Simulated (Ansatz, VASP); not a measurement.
# BAs: VASP beside Ansatz

```
B As
1.0
     3.29715    0.00000    0.00000
    -1.64857    2.85541    0.00000
     0.00000    0.00000    8.56608
B As
2 2
Direct
  0.33333 0.66667 0.25000
  0.66667 0.33333 0.75000
  0.66667 0.33333 0.25000
  0.33333 0.66667 0.75000
```

Alike in both runs: task single point; functional r2SCAN; k mesh 9 × 9 × 4; no spin polarisation.

```csv
,VASP,Ansatz
version,VASP 6.6.1,Ansatz 0.2.0
potentials or method,"VASP PAW PBE potentials, release 64 (B, As)","plane waves, PAW"
plane-wave cutoff (eV),520,500
occupations,"gaussian, width 0.01 eV",fixed
valence electrons in the cell,16,36
```

|  | VASP | Ansatz | Ansatz less VASP |
| --- | --- | --- | --- |
| gap on the k mesh at the Fermi level (eV) | 0.90 | 0.90 | +0.001 |
| pressure (GPa) | 6.4 | 6.1 | -0.37 |
| largest component of the traceless stress (GPa) | 6.34 | 5.94 | -0.398 |

The two sets of potentials don't hold the same shells in valence.

Caveats: the PAW data sets were made with another functional, which shifts forces and pressure a little (VASP); an odd mesh through Γ misses points on the zone boundary, where band edges often lie. r2SCAN opens gaps a little over a GGA but as a rule still falls short of measured ones.
